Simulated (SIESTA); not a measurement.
Crystal: C.

```xyz
2
Lattice="0.0000 1.7834 1.7834 1.7834 0.0000 1.7834 1.7834 1.7834 0.0000" Properties=species:S:1:pos:R:3 pbc="T T T"
C     2.6751    2.6751    2.6751
C     1.7834    1.7834    1.7834
```

This isn't the form of C at room conditions, which is graphite.

Base run:

```yaml
Program: SIESTA 5.4.2
Functional: PBE
Potentials_or_basis: PseudoDojo 0.4 standard (PBE files)
Basis: SZ (energy shift 0.002 Ry)
Grid_cutoff: 500 Ry
Energy_shift: 0.002 Ry
k_mesh: 13 × 13 × 13
Occupations: fermi-dirac, width 0.05 eV
Spin: no spin polarisation
```

Its results: band gap on the k mesh 6.09 eV, indirect (least direct gap 6.32 eV); pressure 23.4 GPa.

Question: The run is repeated on the same cell with these changes: basis from SZ (energy shift 0.002 Ry) to TZP (energy shift 0.002 Ry). What comes out?

Answer: Band gap on the k mesh 4.27 eV, indirect (least direct gap 5.65 eV); pressure 5.3 GPa.

Caveats: the basis of atomic orbitals isn't converged, which shifts pressures, moduli and gaps; the basis has no polarisation orbitals (some runs); so large a pressure means that the cell lies far from this level's equilibrium, or that cutoff or potentials fall short (some runs).
